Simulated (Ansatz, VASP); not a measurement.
**Two plane-wave programs on ZnS**

POSCAR

```
ZnS
1.0
    0.0000000000      2.6945131942      2.6945131942
    2.6945131942      0.0000000000      2.6945131942
    2.6945131942      2.6945131942      0.0000000000
Zn S
1 1
Direct
    0.0000000000      0.0000000000      0.0000000000
    0.6093860609      0.7968713130      0.7968713130
```

File INCAR.step1:

```
PREC     = Accurate       # precision mode
ENCUT    = 520            # plane-wave cutoff, eV
ISMEAR   = 0              # smearing method
SIGMA    = 0.05           # smearing width, eV
LREAL    = False          # projectors in reciprocal space
LASPH    = True           # aspherical terms in the spheres
NELM     = 80             # most SCF steps
NBANDS   = 16             # bands
GGA      = PE             # functional
ALGO     = Normal         # electronic algorithm
EDIFF    = 1E-4           # SCF threshold, eV
LWAVE    = True           # write WAVECAR
LCHARG   = False          # write CHGCAR
```

File INCAR.step2:

```
PREC     = Accurate       # precision mode
ENCUT    = 520            # plane-wave cutoff, eV
EDIFF    = 1E-7           # SCF threshold, eV
ISMEAR   = 0              # smearing method
SIGMA    = 0.05           # smearing width, eV
LREAL    = False          # projectors in reciprocal space
LASPH    = True           # aspherical terms in the spheres
NELM     = 80             # most SCF steps
ALGO     = Normal         # electronic algorithm
ISIF     = 2              # what is computed and relaxed
LWAVE    = False          # write WAVECAR
LCHARG   = True           # write CHGCAR
METAGGA  = R2SCAN         # meta-GGA
LMIXTAU  = True         
LELF     = True           # ELF
LVHAR    = True         
NBANDS   = 16             # bands
ISTART   = 1
```

The input KPOINTS:

```
Automatic mesh
0
Gamma
  8 8 8
```

Input for Ansatz:

```yaml
crystal:
  lattice:
    - [0.0, 2.6945131942, 2.6945131942]
    - [2.6945131942, 0.0, 2.6945131942]
    - [2.6945131942, 2.6945131942, 0.0]
  atoms:
    - { symbol: Zn, position: [0.0, 0.0, 0.0] }
    - { symbol: S, position: [0.6093860609, 0.796871313, 0.796871313] }
basis:
  ecutwfc: 500
kpoints:
  mp_grid: { grid: [8, 8, 8] }
hamiltonian:
  xc: r2scan
scf:
  occupations: { method: gaussian, width: 0.05 }
output:
  forces: true
  stress: true
  eigenvalues: true
```

Change from the starting cell: all S atoms moved +0.438 Å, as atom 2 towards its neighbour atom 1 (Zn) at 2.334 Å.

Alike in both runs: task single point; functional r2SCAN; k mesh 8 × 8 × 8; occupations gaussian, width 0.05 eV; no spin polarisation.

```csv
,VASP,Ansatz
version,VASP 6.6.1,Ansatz 0.2.0
potentials or method,"VASP PAW PBE potentials, release 64 (Zn, S)","scalar-relativistic, plane waves, PAW"
plane-wave cutoff (eV),520,500
valence electrons in the cell,18,18
```

|  | VASP | Ansatz | Ansatz less VASP |
| --- | --- | --- | --- |
| gap on the k mesh at the Fermi level (eV) | 2.57 | 2.56 | -0.011 |
| least direct gap on the mesh (eV) | 2.57 | 2.56 | -0.011 |
| pressure (GPa) | 12.5 | 12.1 | -0.35 |
| largest component of the traceless stress (GPa) | 16.38 | 16.11 | -0.275 |
| rms of the force components (eV/Å) | 4.261 | 4.196 | -0.0649 |

Atom by atom the forces differ by 0.065 eV/Å (rms over components). The functional is the same, so the differences come from potentials, cutoffs and numerics.

Caveats: the PAW data sets were made with another functional, which shifts forces and pressure a little (VASP). A k mesh can miss the band edges.
